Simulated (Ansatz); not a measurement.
Take BaSnO$_{3}$ in the cubic perovskite structure (space group Pm-3m, No. 221; a = 4.131 Å) as the base.

The values are results of r2SCAN (Ansatz, a first-principles code; PAW; 500 eV plane waves; no SOC), not measurements.

Base values:

The electron mass comes out as 0.19 mₑ (at Γ) and the band gap is 1.56 eV.

Modification: a negative pressure, −2 GPa.

What happens to the electron mass and band gap?

The electron mass becomes 0.18 mₑ (at Γ) (base: 0.19 mₑ (at Γ)); the band gap falls by 0.168 eV to 1.40 eV.

Load acts through the strain it causes; cell and atoms are relaxed under it. Masses are band curvatures over ±0.01 Å⁻¹ around the edge. Stability against distortions was not tested.
